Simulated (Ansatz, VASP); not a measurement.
HfN in VASP and in Ansatz

File INCAR:

```
  PREC = Accurate
  ENCUT = 520
  EDIFF = 1E-8
  ISMEAR = -1
  SIGMA = 0.05
  LREAL = False
  LASPH = True
  NELM = 80
  ALGO = Normal
  ISIF = 2
  LWAVE = False
  LCHARG = False
  GGA = CA
  LEFG = True
  NBANDS = 14
```

KPOINTS

```
Automatic mesh
0
Gamma
  18 18 18
```

File POSCAR:

```
HfN
1.0
    0.0000000000      2.2590000000      2.2590000000
    2.2590000000      0.0000000000      2.2590000000
    2.2590000000      2.2590000000      0.0000000000
Hf N
1 1
Direct
    0.0000000000      0.0000000000      0.0000000000
    0.5000000000      0.5000000000      0.5000000000
```

Input for Ansatz:

```yaml
crystal:
  lattice:
    - [0.0, 2.259, 2.259]
    - [2.259, 0.0, 2.259]
    - [2.259, 2.259, 0.0]
  atoms:
    - { symbol: Hf, position: [0.0, 0.0, 0.0] }
    - { symbol: "N", position: [0.5, 0.5, 0.5] }
kpoints:
  mp_grid: { grid: [18, 18, 18] }
scf:
  occupations: { method: fermi_dirac, width: 0.05 }
hamiltonian:
  xc: lda
  pseudopotentials: { kind: paw }
output:
  forces: true
  stress: true
  populations: true
  efg:
    quadrupole_moments_barn: { Hf: 3.365, "N": 0.02044 }
    contact_densities: true
  write_density: true
  write_potential: true
  elf: true
  volumetric_format: npy
```

Alike in both runs: task electric field gradients; functional LDA; k mesh 18 × 18 × 18; occupations fermi-dirac, width 0.05 eV; no spin polarisation.

|  | VASP | Ansatz |
| --- | --- | --- |
| version | VASP 6.6.1 | Ansatz 0.2.0 |
| potentials or method | VASP PAW LDA potentials, release 64 (Hf_pv, N) | plane-wave PAW, scalar-relativistic |
| plane-wave cutoff (eV) | 520 | 420 |
| valence electrons in the cell | 15 | 31 |

|  | VASP | Ansatz | Ansatz less VASP |
| --- | --- | --- | --- |
| pressure (GPa) | -10.6 | -9.4 | +1.25 |
| Vzz of the field gradient on the site that differs most (V/Å²) | 0.0 | 0.0 | 0.00 |

The two sets of potentials don't hold the same shells in valence. Ansatz warned: «gradients_without_spin_orbit».

The runs have no spin-orbit coupling, so splittings on Hf are missing.
